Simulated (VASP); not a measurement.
Runs of VASP 6.6.1 on CuAu. Symmetry: P4/mmm, No. 123, tetragonal system. The conventional cell has a = 2.811 Å, b = 2.811 Å, c = 3.685 Å, α = 90.00°, β = 90.00°, γ = 90.00°. Around Au (site symmetry 4/mmm) lie 8 Cu at 2.71 Å and 4 Au at 2.81 Å. Cu (site symmetry 4/mmm) is surrounded by 8 Au at 2.71 Å and 4 Cu at 2.81 Å. 

```csv
task,level,potentials or basis,spin,cell,k mesh,cutoff (eV),smearing,optimiser,grid for exact exchange (PRECFOCK),exchange at q = 0,other keys,mesh quality,gap on the mesh (eV),pressure (GPa)
single point,RPBE,"VASP PAW PBE potentials, release 64 (Au, Cu_pv)",off,as given,9 × 9 × 7,520,gaussian 0.05 eV,-,-,-,-,not flagged,none,(a)
relaxation of the atoms,BLYP+D3(BJ),"VASP PAW PBE potentials, release 64 (Au, Cu)",off,"atoms relaxed from: atoms moved at random, drawn with an rms of 0.02 Å",9 × 9 × 7,500,methfessel-paxton 0.01 eV,BFGS,-,-,AMIX = 0.05; ISMEAR = 1; SIGMA = 0.01; NBANDS = 35,not flagged,none,-1.3
electron localisation function,vdW-DF-cx,"VASP PAW PBE potentials, release 54 (Au, Cu)",off,as given,9 × 9 × 7,520,methfessel-paxton 0.2 eV,-,-,-,-,not flagged,none,-2.1
single point,r2SCANh,"VASP PAW PBE potentials, release 64 (Au, Cu)",off,as given,5 × 5 × 4,520,fermi-dirac 0.02 eV,-,Fast,truncated,-,coarse,none,-0.6
```

**Question.** Fill in the values left out.

**Answer.** (a) 7.7.

Caveats: some runs use coarse meshes; the PAW data sets were made with another functional, which shifts forces and pressure a little; pairwise dispersion overbinds metals, which lowers pressure and volume (some runs).

A k mesh can miss the band edges, and the runs leave out spin-orbit coupling on Au.

A gap of «none» marks a metal or a gap under the smearing width.

The runs don't all hold the same shells in valence.

Runs at the PBE level aren't shown here.
